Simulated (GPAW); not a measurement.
The system is TiC.

```
Ti C
1.0
     0.00000    2.16572    2.16572
     2.16572    0.00000    2.16572
     2.16572    2.16572    0.00000
Ti C
1 1
Direct
  0.00000 0.00000 0.00000
  0.50000 0.50000 0.50000
```

The cell is a database's computed one.

* Program: GPAW 26.7.0
* Task: relaxation of cell and atoms
* Functional: revPBE
* Dispersion: D3(BJ)
* Potentials or basis: the program's PAW data sets (release 1.2.1) made for this functional
* Cutoff: 800 eV
* Basis: pw
* k mesh: 11 × 11 × 11
* Occupations: fermi-dirac, width 0.05 eV
* Spin: no spin polarisation

At the start: pressure -9.8 GPa; volume 10.16 Å³/atom.

Task: Where does the relaxation end?

Result: Over 10 steps the energy falls by 10.9 meV/atom and the volume is 9.78 Å³/atom (-3.8 %); space group Fm-3m (No. 225, to 0.05 Å).

Step by step:
| step | energy change (eV) | largest force (eV/Å) | pressure (GPa) | volume (Å³) |
| --- | --- | --- | --- | --- |
| 1 | 0.0000 | 0.0000 | -9.75 | 20.32 |
| 2 | -0.0095 | 0.0000 | -7.56 | 20.13 |
| 3 | -0.0198 | 0.0000 | -3.47 | 19.80 |
| 4 | -0.0205 | 0.0000 | 1.79 | 19.42 |
| 5 | -0.0206 | 0.0000 | 1.68 | 19.42 |
| 6 | -0.0209 | 0.0000 | 1.46 | 19.44 |
| 7 | -0.0211 | 0.0000 | 1.15 | 19.46 |
| 8 | -0.0214 | 0.0000 | 0.77 | 19.49 |
| 9 | -0.0216 | 0.0000 | 0.34 | 19.52 |
| 10 | -0.0217 | 0.0000 | -0.10 | 19.55 |

Final structure:
```
Ti C
1.0
     0.00000    2.13817    2.13817
     2.13817    0.00000    2.13817
     2.13817    2.13817    0.00000
Ti C
1 1
Cartesian
  0.0000 0.0000 0.0000
  2.1382 2.1382 2.1382
```

Caveat: later steps reuse the first step's grids; pairwise dispersion overbinds metals, which lowers pressure and volume.
